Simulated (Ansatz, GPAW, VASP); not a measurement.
**One calculation of PbS, 3 ways**

```
Pb S
1.0
     0.00000    2.96575    2.96575
     2.96575    0.00000    2.96575
     2.96575    2.96575    0.00000
Pb S
1 1
Direct
  0.00000 0.00000 0.00000
  0.50000 0.50000 0.50000
```

Alike in all runs: task single point; functional PBE; k mesh 8 × 8 × 8; occupations gaussian, width 0.03 eV; no spin polarisation; no spin-orbit coupling. Pressure is positive in compression and, in plane waves, holds the error of the finite cutoff.

```csv
program and potentials,plane-wave cutoff (eV),notes,band gap (eV),pressure (GPa)
"Ansatz, all-electron LAPW, scalar-relativistic",-,-,0.36,2.24
"VASP, PBE PAW files Pb_d, S, 520 eV",520,-,0.36,2.16
"GPAW, GPAW PAW data sets (gpaw-data 1.2.1)",600,-,0.31,2.00
```

The band gap spans 0.31 (GPAW, GPAW PAW data sets (gpaw-data 1.2.1)) to 0.36 eV (VASP, PBE PAW files Pb_d, S, 520 eV), with all-electron results at 0.36. The pressure spans 2.00 (GPAW, GPAW PAW data sets (gpaw-data 1.2.1)) to 2.24 GPa (Ansatz, all-electron LAPW, scalar-relativistic), with all-electron results at 2.24. Spin-orbit coupling, left out here, moves the band edges of heavy atoms.

The functional is the same throughout but for its coding, so the spread measures potentials, basis and numerics; runs on potential files found faulty are left out.

The three runs agree closely on a small gap, with VASP matching the all-electron value of 0.36 eV and GPAW slightly lower at 0.31 eV. The gap is small because the filled Pb s shell mixes with S p states and pushes the valence edge upwards in antibonding combinations, while the conduction edge is mainly Pb p. Spin-orbit coupling would lower that Pb p edge and narrow the gap, so any closeness to the measured gap probably reflects a cancellation with the usual semilocal underestimate rather than an accurate description of the band edges.

The positive pressure in every run shows that PBE favours a larger cell than the one used, in line with its familiar tendency to underbind. Since compression strengthens the s–p repulsion and narrows the gap in lead chalcogenides, relaxing the volume would probably widen it somewhat. The agreement between codes therefore supports the numerical consistency of the PBE result, not its accuracy against experiment.
